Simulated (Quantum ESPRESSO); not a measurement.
TaN:

```
CELL_PARAMETERS angstrom
0.00000 2.17900 2.17900
2.17900 0.00000 2.17900
2.17900 2.17900 0.00000
ATOMIC_POSITIONS crystal
Ta 0.50000 0.50000 0.50000
N 0.00000 0.00000 0.00000
```

```yaml
Program: Quantum ESPRESSO 7.5
Task: phonons
Functional: PBE
Potentials_or_basis: PseudoDojo 0.4.1 SR PBE standard
Cutoff: 1143 eV
Density_cutoff: 4572 eV
k_mesh: 8 × 8 × 8, shifted
Occupations: gaussian, width 0.2 eV
Spin: no spin polarisation
Mixing_beta: 0.5
Most_SCF_iterations: 120
SCF_threshold: 4e-10 Ry
```

The cell and the atoms were relaxed first, to 10.76 Å³/atom (a = 3.122 Å, b = 3.122 Å, c = 3.122 Å, α = 60.00°, β = 60.00°, γ = 60.00°), and the response was taken there.

Q: Which optical modes does the crystal have at the zone centre, and which show in infrared and Raman spectra?

A: The optical modes are T1u. Infrared active: T1u. None is Raman active.

Optical modes at Γ, degenerate ones joined:
```csv
cm⁻¹,components,symmetry,active in
372,3,T1u,IR
```

Caveat: the mesh is thin for the phonons of a metal.
